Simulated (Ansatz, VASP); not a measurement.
One calculation of AlN, two programs

```
Al N
1.0
     0.00000    2.18399    2.18399
     2.18399    0.00000    2.18399
     2.18399    2.18399    0.00000
Al N
1 1
Direct
  0.97772 0.97772 0.02228
  0.79293 0.79293 0.70707
```

Change from the starting cell: mode 4 (647.2 1/cm) frozen in, largest displacement +0.188 Å.

Alike in both runs: task single point; functional LDA; k mesh 10 × 10 × 10; occupations gaussian, width 0.05 eV; no spin polarisation.

|  | VASP | Ansatz |
| --- | --- | --- |
| version | VASP 6.6.1 | Ansatz 0.2.0 |
| potentials or method | VASP PAW LDA potentials, release 64 (Al, N) | scalar-relativistic, plane waves, PAW |
| plane-wave cutoff (eV) | 520 | 420 |
| valence electrons in the cell | 8 | 8 |

VASP gave:

```
gap on the k mesh at the Fermi level (eV)       : 2.53
least direct gap on the mesh (eV)               : 3.42
pressure (GPa)                                  : 6.8
largest component of the traceless stress (GPa) : 21.38
rms of the force components (eV/Å)              : 2.191
```

Question: Which values does Ansatz return?

Answer: gap on the k mesh at the Fermi level (eV): 2.55; least direct gap on the mesh (eV): 3.42; pressure (GPa): 5.9; largest component of the traceless stress (GPa): 20.46; rms of the force components (eV/Å): 2.147.

Atom by atom the forces differ by 0.044 eV/Å (rms over components).

Caveats: forces of over 1 eV/Å show positions far from the minimum, so gaps and moduli don't describe the material at rest. A k mesh can miss the band edges.
